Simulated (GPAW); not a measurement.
The system is Au.

```
Au
1.0
     0.00000    2.03500    2.03500
     2.03500    0.00000    2.03500
     2.03500    2.03500    0.00000
Au
1
Direct
  0.00000 0.00000 0.00000
```

```yaml
Program: GPAW 26.7.0
Task: relaxation of cell and atoms
Functional: RPBE
Dispersion: D3(BJ)
Potentials_or_basis: the program's PAW data sets (release 1.2.1) made for this functional
Cutoff: 600 eV
Basis: pw
k_mesh: 11 × 11 × 11
Occupations: fermi-dirac, width 0.05 eV
Spin: no spin polarisation
```

At the start: pressure -23.4 GPa; volume 16.85 Å³/atom.

Task: How do energy, volume and symmetry change on relaxing?

Result: Over 3 steps the energy falls by 134.5 meV/atom and the volume is 15.19 Å³/atom (-9.9 %); space group Fm-3m (No. 225, to 0.05 Å).

The path:
```csv
step,energy change (eV),largest force (eV/Å),pressure (GPa),volume (Å³)
1,0.0000,0.0000,-23.36,16.85
2,-0.1344,0.0000,0.35,15.17
3,-0.1345,0.0000,-0.07,15.19
```

Final structure:
```
Au
1.0
     0.00000    1.96572    1.96572
     1.96572    0.00000    1.96572
     1.96572    1.96572    0.00000
Au
1
Direct
  0.00000 0.00000 0.00000
```

Caveat: with this Au data set, volumes or pressures lay over 1.5 % or 2 GPa off other programs in two to four cells of ten; later steps reuse the first step's grids; pairwise dispersion overbinds metals, which lowers pressure and volume.
